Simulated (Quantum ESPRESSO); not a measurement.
## NiHO2 monolayer: Hubbard U from linear response

Aim: a Hubbard U for Ni in NiHO2 monolayer from linear response.

Method: functionals named at each step; plane waves, U on orthogonalised atomic orbitals unless named otherwise, collinear spin, no spin–orbit coupling, in Quantum ESPRESSO 7.5.

**1. Starting point**

The cell holds 4 atoms: 1 Ni, 2 O and 1 H. Cell: a = 3.032 Å, b = 2.853 Å, c = 18.051 Å, α = 90.0°, β = 90.0°, γ = 118.1°. It derives from NiHO2. one layer cut from the bulk crystal, unrelaxed, 15 A of vacuum. Vacuum lies along c.

The cell comes from a database of computed structures, and need not be the one that the compound takes in experiment.

**2. The magnetic state**

The response depends on the magnetic state, so a state is chosen first, with a typed U.

3 starts were run under PBE with U = 5.7 eV on Ni d, ortho-atomic projectors, Quantum ESPRESSO with GBRV potentials; the lowest per atom is taken, and its run is shown. Energies are taken at zero occupation width.

File pw.in:

```
&control
  calculation = 'scf'
  prefix = 'pw'
  outdir = './tmp/'
  pseudo_dir = './pseudo/'
  verbosity = 'low'
/
&system
  ibrav = 0
  nat = 4
  ntyp = 3
  ecutwfc = 45
  ecutrho = 360
  nbnd = 25
  occupations = 'smearing'
  smearing = 'fd'
  degauss = 0.00367493
  nspin = 2
  starting_magnetization(1) = 0.1111
/
&electrons
  conv_thr = 1.0e-08
  electron_maxstep = 120
  mixing_beta = 0.3
  mixing_mode = 'plain'
/
ATOMIC_SPECIES
  Ni 58.6934 Ni.upf
  O 15.9990 O.upf
  H 1.0080 H.upf
CELL_PARAMETERS angstrom
  3.03225304 -0.00000003 0.00000000
  -1.34170704 2.51726298 0.00000000
  0.00000000 0.00000000 18.05109200
ATOMIC_POSITIONS crystal
  Ni 0.41881500 0.20940800 0.46967300
  O 0.71745500 0.85872800 0.52531400
  O 0.11971900 0.55986000 0.41548700
  H 0.63940300 0.81970200 0.58451300
K_POINTS automatic
  8 8 1 0 0 0
HUBBARD {ortho-atomic}
U Ni-3d 5.7
```

The run is started by

```bash
$ OMP_NUM_THREADS=1 mpirun -n 4 pw.x -nk 4 -in pw.in > pw.out
```

Log:

```text
Program PWSCF v.7.5 starts
[...]
unit-cell volume          =     929.8098 (a.u.)^3
     number of atoms/cell      =            4
[...]
number of electrons       =        31.00
     number of Kohn-Sham states=           25
     kinetic-energy cutoff     =      45.0000  Ry
     charge density cutoff     =     360.0000  Ry
     scf convergence threshold =      1.0E-08
[...]
Exchange-correlation=  SLA  PW   PBX  PBC
[...]
Hubbard projectors: ortho-atomic
     Hubbard parameters of DFT+U (Dudarev formulation) in eV:
[...]
atomic species   magnetization
[...]
number of k points=    34  Fermi-Dirac smearing, width (Ry)=  0.0037
[...]
Number of occupied Hubbard levels =    8.0000
     Atomic wfc used for Hubbard projectors are orthogonalized
[...]
iteration #  1     ecut=    45.00 Ry     beta= 0.30
[...]
Number of occupied Hubbard levels =    2.6715
     total energy              =    -391.86822918 Ry
     estimated scf accuracy    <      44.21278570 Ry
     total magnetization       =     2.60 Bohr mag/cell
     absolute magnetization    =     2.64 Bohr mag/cell
     iteration #  2     ecut=    45.00 Ry     beta= 0.30
[...]
total energy              =    -408.07358239 Ry
     estimated scf accuracy    <      25.47102007 Ry
     total magnetization       =     0.19 Bohr mag/cell
     absolute magnetization    =     0.22 Bohr mag/cell
[...]
------ SPIN DOWN ----------
[...]
k = 0.3750 0.6516 0.0000 (  4743 PWs)   bands (ev):
[...]
k = 0.3750-0.2518 0.0000 (  4747 PWs)   bands (ev):
[...]
k = 0.3750-0.1013 0.0000 (  4734 PWs)   bands (ev):
[...]
k = 0.3750 0.0493 0.0000 (  4762 PWs)   bands (ev):
[...]
k =-0.5000-0.1159 0.0000 (  4764 PWs)   bands (ev):
[...]
k =-0.5000 0.0346 0.0000 (  4750 PWs)   bands (ev):
[...]
k =-0.5000 0.1852 0.0000 (  4743 PWs)   bands (ev):
[...]
9.8033
          k =-0.5000-0.8688 0.0000 (  4752 PWs)   bands (ev):
[...]
-6.5349  -6.1418  -5.9053  -5.3124  -4.9510  -4.4113  -3.0506   0.6393
     1.1682   3.0737   4.9284   7.5140   7.8895   8.6312   9.1297   9.3028
     9.5148
     the Fermi energy is    -1.7135 ev
!    total energy              =    -408.76092633 Ry
     estimated scf accuracy    <          8.9E-09 Ry
     smearing contrib. (-TS)   =      -0.00058534 Ry
     internal energy E=F+TS    =    -408.76034099 Ry
     The total energy is F=E-TS. E is the sum of the following terms:
     one-electron contribution =   -2054.54346134 Ry
     hartree contribution      =    1030.22112745 Ry
     xc contribution           =     -50.65291086 Ry
     ewald contribution        =     666.09106836 Ry
     Hubbard energy            =       0.12383540 Ry
     total magnetization       =     1.00 Bohr mag/cell
     absolute magnetization    =     1.73 Bohr mag/cell
     convergence has been achieved in  24 iterations
=------------------------------------------------------------------------------=
   JOB DONE.
=------------------------------------------------------------------------------=
```

Elapsed: 91 s, on 4 MPI ranks of Arm Neoverse V1, shared host; peak memory 0.9 GiB.

| start | atoms | final state | energy (meV an atom) |
| --- | --- | --- | --- |
| parallel + | 4 | ferromagnetic | 0.0 |
| compensated q=(0,1/2,0) +− | 8 | antiferromagnetic | 5.9 |
| compensated q=(1/2,0,0) +− | 8 | antiferromagnetic | 0.2 |

Spin moment in the sphere by atom:

| atom | spin moment in the sphere (μB) |
| --- | --- |
| Ni1 | 1.25 |
| O2 | 0.01 |
| O3 | -0.15 |
| H4 | 0.00 |

**3. Reference state for the response (PBE, q = 0 alone, QE, GBRV)**

The response needs a tightly converged ground state with the Hubbard machinery on and a vanishing or chosen U.

The potential files are GBRV's for PBE; pw.x takes the functional from them.

pw.in: that of step 2 with these lines changed.

```diff
@@ -18,6 +18,6 @@
   nspin = 2
-  starting_magnetization(1) = 0.1111
+  starting_magnetization(1) = 0.0778
 /
 &electrons
-  conv_thr = 1.0e-08
+  conv_thr = 1.0e-11
   electron_maxstep = 120
@@ -40,4 +40,4 @@
 K_POINTS automatic
-  8 8 1 0 0 0
+  7 7 1 0 0 0
 HUBBARD {ortho-atomic}
-U Ni-3d 5.7
+U Ni-3d 1e-08
```

Log:

```text
[banner, memory and clock lines left out]
Program PWSCF v.7.5 starts
[...]
unit-cell volume          =     929.8098 (a.u.)^3
     number of atoms/cell      =            4
[...]
number of electrons       =        31.00
     number of Kohn-Sham states=           25
     kinetic-energy cutoff     =      45.0000  Ry
     charge density cutoff     =     360.0000  Ry
     scf convergence threshold =      1.0E-11
[...]
Exchange-correlation=  SLA  PW   PBX  PBC
[...]
Hubbard projectors: ortho-atomic
     Hubbard parameters of DFT+U (Dudarev formulation) in eV:
[...]
atomic species   magnetization
[...]
number of k points=    25  Fermi-Dirac smearing, width (Ry)=  0.0037
[...]
Number of occupied Hubbard levels =    8.0000
     Atomic wfc used for Hubbard projectors are orthogonalized
[...]
iteration #  1     ecut=    45.00 Ry     beta= 0.30
[...]
Number of occupied Hubbard levels =    1.2733
     total energy              =    -381.85406778 Ry
     estimated scf accuracy    <      65.63826250 Ry
     total magnetization       =     0.47 Bohr mag/cell
     absolute magnetization    =     0.48 Bohr mag/cell
     iteration #  2     ecut=    45.00 Ry     beta= 0.30
[...]
total energy              =    -409.95502666 Ry
     estimated scf accuracy    <      33.32434802 Ry
     total magnetization       =     0.12 Bohr mag/cell
[...]
7.5362
          k = 0.0000 0.1721 0.0000 (  4714 PWs)   bands (ev):
[...]
7.9989
          k = 0.0000 0.3442 0.0000 (  4717 PWs)   bands (ev):
[...]
8.6790
[...]
k = 0.1429-0.4401 0.0000 (  4742 PWs)   bands (ev):
[...]
k = 0.1429-0.2680 0.0000 (  4724 PWs)   bands (ev):
[...]
k = 0.1429-0.0959 0.0000 (  4714 PWs)   bands (ev):
[...]
------ SPIN DOWN ----------
[...]
k = 0.4286 0.7447 0.0000 (  4752 PWs)   bands (ev):
[...]
k = 0.4286-0.2878 0.0000 (  4742 PWs)   bands (ev):
[...]
k = 0.4286-0.1157 0.0000 (  4741 PWs)   bands (ev):
[...]
9.6430
          k = 0.4286 0.0563 0.0000 (  4754 PWs)   bands (ev):
[...]
-6.7621  -5.6489  -4.8284  -4.1434  -2.7756  -2.5567  -2.2979  -0.8373
    -0.2551   1.7383   4.9452   6.2279   6.8972   7.6258   8.1439   9.0994
     9.7094
     the Fermi energy is    -1.2537 ev
!    total energy              =    -408.92315491 Ry
     estimated scf accuracy    <          7.3E-12 Ry
     smearing contrib. (-TS)   =      -0.00042908 Ry
     internal energy E=F+TS    =    -408.92272583 Ry
     The total energy is F=E-TS. E is the sum of the following terms:
     one-electron contribution =   -2054.63027094 Ry
     hartree contribution      =    1030.18419788 Ry
     xc contribution           =     -50.56772113 Ry
     ewald contribution        =     666.09106836 Ry
     Hubbard energy            =       0.00000000 Ry
     total magnetization       =     1.00 Bohr mag/cell
     absolute magnetization    =     1.03 Bohr mag/cell
     convergence has been achieved in  25 iterations
```

It took 73 s on 4 MPI ranks; peak memory 0.86 GiB; 4.9 min of CPU time.

Numbers from this step:

```yaml
net_moment: 1 μB
final_state: ferromagnetic
largest_moment: 0.674 μB
```

The largest moment is 0.67 μB here against 1.25 μB in the state chosen above, so the response is measured on a state that differs from it.

**4. PBE, q = 0 alone, QE, GBRV**

The cheapest recipe shifts the site in the one cell. hp.x does this by perturbation theory on a saved ground state with a vanishing U.

File hp.in:

```
&inputhp
  prefix = 'pw'
  outdir = './tmp/'
  nq1 = 1, nq2 = 1, nq3 = 1
  conv_thr_chi = 1.0e-06
  iverbosity = 2
/
```

The run is started by

```bash
$ OMP_NUM_THREADS=1 mpirun -n 4 hp.x -nk 4 -in hp.in > hp.out
```

Log:

```text
[banner, memory and clock lines left out]
Program HP v.7.5 starts
[...]
Calculation of Hubbard parameters using the HP code based on DFPT
[...]
Exchange-correlation= PBE
[...]
unit-cell volume          =      929.8098 (a.u.)^3
     number of atoms/cell      =             4
[...]
Input Hubbard parameters (in eV):
[...]
The grid of q-points ( 1, 1, 1)  (  1 q-points ) :
[...]
Calculation for q #   1 = (   0.0000000   0.0000000   0.0000000 )
[...]
G cutoff =  299.4135  ( 107385 G-vectors)     FFT grid: ( 36, 36,216)
     G cutoff =  149.7068  (  37979 G-vectors)  smooth grid: ( 25, 24,150)
[...]
Atomic wfc used for the projector on the Hubbard manifold are orthogonalized
[...]
atom #  1   q point #   1   iter #   1
[...]
chi:   1  -0.3114496350
[...]
atom #  1   q point #   1   iter #   2
[...]
chi:   1   0.3849072254   residue:    0.6963568604
[...]
atom #  1   q point #   1   iter #   3
[...]
chi:   1  -0.0018255836   residue:    0.3867328090
[...]
atom #  1   q point #   1   iter #   4
[...]
chi:   1  -0.0963157464   residue:    0.0944901628
[...]
atom #  1   q point #   1   iter #   5
[...]
chi:   1  -0.0887015930   residue:    0.0076141534
[...]
atom #  1   q point #   1   iter #   6
[...]
chi:   1  -0.0821476267   residue:    0.0065539663
[...]
chi:   1  -0.0839883623   residue:    0.0018407357
[...]
atom #  1   q point #   1   iter #  15
[...]
chi:   1  -0.0840870704   residue:    0.0000083230
[...]
atom #  1   q point #   1   iter #  16
[...]
chi:   1  -0.0840881953   residue:    0.0000011249
[...]
atom #  1   q point #   1   iter #  17
[...]
chi:   1  -0.0840888951   residue:    0.0000006999
[...]
CONVERGENCE HAS BEEN REACHED
[...]
q #   1 =  0.000000000   0.000000000   0.000000000
     Post-processing calculation of Hubbard parameters ...
[...]
```

Wall time 3.6 min (4 MPI ranks); peak memory 1.2 GiB; 14 min of CPU time.

Site by site:

| site | electrons | χ₀ (1/eV) | χ (1/eV) | U (eV) |
| --- | --- | --- | --- | --- |
| Ni (site 1 of hp.x) | 8.258 | -0.3115 | -0.08409 | 8.68 |

For Ni the on-site elements alone give 1/χ₀ − 1/χ = 8.68 eV, and the program reports 8.68 eV from the full matrices.

U on Ni is 8.68 eV. All images of the site are shifted together here, so the value is not converged.

The response is measured on a state that is ferromagnetic, 0.7 μB.

**5. SCF at the computed U (PBE+U (8.68 eV, computed), QE, GBRV)**

A last run at the computed value shows what it does to the state.

pw.in: that of step 3 with these lines changed.

```diff
@@ -21,3 +21,3 @@
 &electrons
-  conv_thr = 1.0e-11
+  conv_thr = 1.0e-08
   electron_maxstep = 120
@@ -42,2 +42,2 @@
 HUBBARD {ortho-atomic}
-U Ni-3d 1e-08
+U Ni-3d 8.68
```

The run is started by

```bash
$ OMP_NUM_THREADS=1 mpirun -n 4 pw.x -nk 4 -in pw.in > pw.out
```

Log:

```text
[banner, memory and clock lines left out]
Program PWSCF v.7.5 starts
[...]
unit-cell volume          =     929.8098 (a.u.)^3
     number of atoms/cell      =            4
[...]
number of electrons       =        31.00
     number of Kohn-Sham states=           25
     kinetic-energy cutoff     =      45.0000  Ry
     charge density cutoff     =     360.0000  Ry
[...]
The total energy is F=E-TS. E is the sum of the following terms:
     one-electron contribution =   -2054.40243079 Ry
     hartree contribution      =    1030.18223680 Ry
     xc contribution           =     -50.70901903 Ry
     ewald contribution        =     666.09106836 Ry
     Hubbard energy            =       0.13230214 Ry
     total magnetization       =     1.00 Bohr mag/cell
     absolute magnetization    =     2.21 Bohr mag/cell
     convergence has been achieved in  29 iterations
[key lines of the parts left out:]
!    total energy              =    -408.70658883 Ry
the Fermi energy is    -1.9500 ev
```

Wall time 86 s (4 MPI ranks); peak memory 0.86 GiB.

This step gave:

| Item | Value |
| --- | --- |
| net moment | 1 μB |
| final state | ferromagnetic |
| largest moment | 1.49 μB |

**6. Reference state for the response (PBE, q-mesh 2×2×1, QE, GBRV)**

The response needs a tightly converged ground state with the Hubbard machinery on and a vanishing or chosen U.

pw.in: that of step 5 with these lines changed.

```diff
@@ -21,3 +21,3 @@
 &electrons
-  conv_thr = 1.0e-08
+  conv_thr = 1.0e-11
   electron_maxstep = 120
@@ -40,4 +40,4 @@
 K_POINTS automatic
-  7 7 1 0 0 0
+  8 8 1 0 0 0
 HUBBARD {ortho-atomic}
-U Ni-3d 8.68
+U Ni-3d 1e-08
```

Log:

```text
[banner, memory and clock lines left out]
Program PWSCF v.7.5 starts
[...]
unit-cell volume          =     929.8098 (a.u.)^3
     number of atoms/cell      =            4
[...]
number of electrons       =        31.00
     number of Kohn-Sham states=           25
     kinetic-energy cutoff     =      45.0000  Ry
     charge density cutoff     =     360.0000  Ry
[...]
The total energy is F=E-TS. E is the sum of the following terms:
     one-electron contribution =   -2054.63215778 Ry
     hartree contribution      =    1030.18637450 Ry
     xc contribution           =     -50.56784369 Ry
     ewald contribution        =     666.09106836 Ry
     Hubbard energy            =       0.00000000 Ry
     total magnetization       =     1.00 Bohr mag/cell
     absolute magnetization    =     1.03 Bohr mag/cell
     convergence has been achieved in  25 iterations
[key lines of the parts left out:]
!    total energy              =    -408.92308932 Ry
the Fermi energy is    -1.2304 ev
```

The job ended after 94 s (4 MPI ranks; peak memory 0.82 GiB; 6.2 min of CPU time).

Read from the output:

```
net moment     : 1 μB
final state    : ferromagnetic
largest moment : 0.674 μB
```

The largest moment is 0.67 μB here against 1.25 μB in the state chosen above, so the response is measured on a state that differs from it.

**7. PBE, q-mesh 2×2×1, QE, GBRV**

A mesh of wavevectors stands for a supercell in which the shifted site is farther from its images. hp.x does this by perturbation theory on a saved ground state with a vanishing U.

File hp.in:

```
&inputhp
  prefix = 'pw'
  outdir = './tmp/'
  nq1 = 2, nq2 = 2, nq3 = 1
  conv_thr_chi = 1.0e-06
  iverbosity = 2
/
```

The run is started by

```bash
$ OMP_NUM_THREADS=1 mpirun -n 4 hp.x -nk 4 -in hp.in > hp.out
```

Log:

```text
Program HP v.7.5 starts
[...]
Calculation of Hubbard parameters using the HP code based on DFPT
[...]
Exchange-correlation= PBE
[...]
unit-cell volume          =      929.8098 (a.u.)^3
     number of atoms/cell      =             4
[...]
Input Hubbard parameters (in eV):
[...]
The grid of q-points ( 2, 2, 1)  (  4 q-points ) :
[...]
Calculation for q #   1 = (   0.0000000   0.0000000   0.0000000 )
[...]
G cutoff =  299.4135  ( 107385 G-vectors)     FFT grid: ( 36, 36,216)
     G cutoff =  149.7068  (  37979 G-vectors)  smooth grid: ( 25, 24,150)
[...]
Atomic wfc used for the projector on the Hubbard manifold are orthogonalized
[...]
atom #  1   q point #   1   iter #   1
[...]
chi:   1  -0.3119909667
[...]
atom #  1   q point #   1   iter #   2
[...]
chi:   1   0.3872948128   residue:    0.6992857794
[...]
atom #  1   q point #   1   iter #   3
[...]
chi:   1  -0.0017105788   residue:    0.3890053916
[...]
chi:   1  -0.0964051952   residue:    0.0946946164
[...]
CONVERGENCE HAS BEEN REACHED
[...]
Calculation for q #   2 = (  -0.0000000  -0.6022917   0.0000000 )
[...]
unit-cell volume          =     929.8098 (a.u.)^3
     number of atoms/cell      =            4
[...]
number of electrons       =        31.00
     number of Kohn-Sham states=           25
[...]
Number of occupied Hubbard levels =    8.2577
     Atomic wfc used for Hubbard projectors are orthogonalized
[...]
G cutoff =  299.4135  ( 107385 G-vectors)     FFT grid: ( 36, 36,216)
     G cutoff =  149.7068  (  37979 G-vectors)  smooth grid: ( 25, 24,150)
[...]
Atomic wfc used for the projector on the Hubbard manifold are orthogonalized
[...]
chi:   1  -0.6333127980
[...]
CONVERGENCE HAS BEEN REACHED
[...]
Calculation for q #   3 = (  -0.5000000  -0.2665012   0.0000000 )
[...]
unit-cell volume          =     929.8098 (a.u.)^3
     number of atoms/cell      =            4
[...]
number of electrons       =        31.00
     number of Kohn-Sham states=           25
     kinetic-energy cutoff     =      45.0000  Ry
     charge density cutoff     =     360.0000  Ry
     Exchange-correlation= PBE
[...]
Hubbard projectors: ortho-atomic
     Hubbard parameters of DFT+U (Dudarev formulation) in eV:
[...]
atomic species   magnetization
[...]
number of k points=    68  Fermi-Dirac smearing, width (Ry)=  0.0037
[...]
Number of occupied Hubbard levels =    8.2577
     Atomic wfc used for Hubbard projectors are orthogonalized
[...]
G cutoff =  299.4135  ( 107385 G-vectors)     FFT grid: ( 36, 36,216)
     G cutoff =  149.7068  (  37979 G-vectors)  smooth grid: ( 25, 24,150)
[...]
Atomic wfc used for the projector on the Hubbard manifold are orthogonalized
[...]
chi:   1  -0.7607098216
[...]
chi:   1  -0.0965325178   residue:    0.0009342144
[...]
atom #  1   q point #   3   iter #  11
      chi:   1  -0.0961919150   residue:    0.0003406028
[...]
atom #  1   q point #   3   iter #  12
```

It took 14 min on 4 MPI ranks; peak memory 1.2 GiB.

The run was stopped unfinished when the time set aside for it ran out, so what it printed is not taken as a result.

[end of part 1 of 2]

[Logs and program files are shortened in this print: banners, set-up blocks, solver, clock and traceback lines can be left out without a mark of their own.]

[Logs are printed without paths, hosts, clocks, repeated set-up lines and the standing remarks that a program may print on its own settings, such as how far it seeks lower states.]

[Hosts, paths, dates, database ids (printed as entryN), source tags and the programs' standing remarks are cut or masked in the printed files.]

[Where a cell is said to come from a database of computed structures, the database is the Materials Project.]
